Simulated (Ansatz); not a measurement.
## Na2S and the effect of the choice of potentials or basis

The cell as given:

The structure is cubic, space group Fm-3m (No. 225). Conventional cell: a = 6.547 Å, b = 6.547 Å, c = 6.547 Å, α = 90.00°, β = 90.00°, γ = 90.00°. S (site symmetry m-3m) is surrounded by 8 Na at 2.83 Å. Na (site symmetry -43m) is surrounded by 4 S at 2.83 Å.

Kept alike: task relaxation of cell and atoms; functional PBE; k mesh 7 × 7 × 7; occupations fermi-dirac, width 0.05 eV; no spin polarisation. Program: Ansatz. Cutoffs run from 653 to 1440 eV. The mesh is that of the run's cell of 3 atoms. No spin-orbit coupling.

| choice of potentials or basis | volume (Å³/atom) |
| --- | --- |
| Ansatz PAW (files of its older set among them) | 23.625 |
| JTH PAW | 23.780 |
| PseudoDojo standard (PBE files) | 23.639 |
| PseudoDojo stringent (PBE files) | 23.639 |
| SPMS NC | 23.863 |

The relaxations keep at least the cell's symmetry (Fm-3m). Relaxations stop with a little pressure left, so the last digits of a volume or edge aren't settled.

Question: What does the choice of potentials or basis change here?

Answer: The volume runs from 23.625 (Ansatz PAW (files of its older set among them)) to 23.863 Å³/atom (SPMS NC).
